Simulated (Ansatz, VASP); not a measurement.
One calculation of TePb, two programs

```
Te Pb
1.0
     0.00000    3.27090    3.27090
     3.27090    0.00000    3.27090
     3.27090    3.27090    0.00000
Te Pb
1 1
Cartesian
  0.0000 0.0000 0.0000
  3.2709 3.2709 3.2709
```

Alike in both runs: task relaxation of cell and atoms; functional PBE; k mesh 8 × 8 × 8; occupations gaussian, width 0.02 eV; no spin polarisation.

|  | VASP | Ansatz |
| --- | --- | --- |
| version | VASP 6.6.1 | Ansatz 0.2.0 |
| potentials or method | VASP PAW PBE potentials, release 64 (Te, Pb_d) | scalar-relativistic, plane waves, PAW |
| plane-wave cutoff (eV) | 600 | 420 |
| valence electrons in the cell | 20 | 30 |

VASP gave:

```
gap on the k mesh at the Fermi level, each at its own relaxed structure (eV) : 0.83
relaxed volume (Å³/atom)                                                     : 35.42
relaxed cell length with the largest relative difference (Å)                 : 4.645
```

Question: Which values does Ansatz return?

Answer: gap on the k mesh at the Fermi level, each at its own relaxed structure (eV): 0.83; relaxed volume (Å³/atom): 35.44; relaxed cell length with the largest relative difference (Å): 4.645.

The two sets of potentials don't hold the same shells in valence.

Caveats: spin-orbit coupling is left out, which as a rule narrows the gap of such compounds by several tenths of an eV. A k mesh can miss the band edges.
